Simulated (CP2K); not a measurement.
## Ti in CP2K: the effect of functional

Ti:

```
CELL_PARAMETERS angstrom
2.95000 0.00000 0.00000
-1.47500 2.55477 0.00000
0.00000 0.00000 4.68000
ATOMIC_POSITIONS crystal
Ti 0.66667 0.33333 0.75000
Ti 0.33333 0.66667 0.25000
```

Alike in all runs:

- Program: CP2K 2026.2
- Task: atomic charges
- Potentials or basis: POTENTIAL_UZH Ti GTH-PBE-q12; TZVP-MOLOPT-PBE-GTH basis
- Density cutoff: 9184 eV
- k mesh: 10 × 10 × 6
- Occupations: fermi-dirac, width 0.05 eV
- Spin: no spin polarisation

Question: One run gave: pressure 1.6 GPa. Which functional did it use?
A. LDA
B. PBEsol
C. BEEF-vdW
D. RPBE
E. HLE16

Answer: D.

```tsv
functional	pressure (GPa)
LDA	-9.3
PBEsol	-5.5
HLE16	-22.2
BEEF-vdW	-1.2
RPBE	1.6
r2SCAN	-1.7
```

Caveats: the potentials were made for another functional, which shifts forces and pressure; the basis of atomic orbitals isn't converged, which shifts pressures, moduli and gaps; the potentials were made for a functional far from this one (some runs).

Runs at the PBE level aren't shown here.
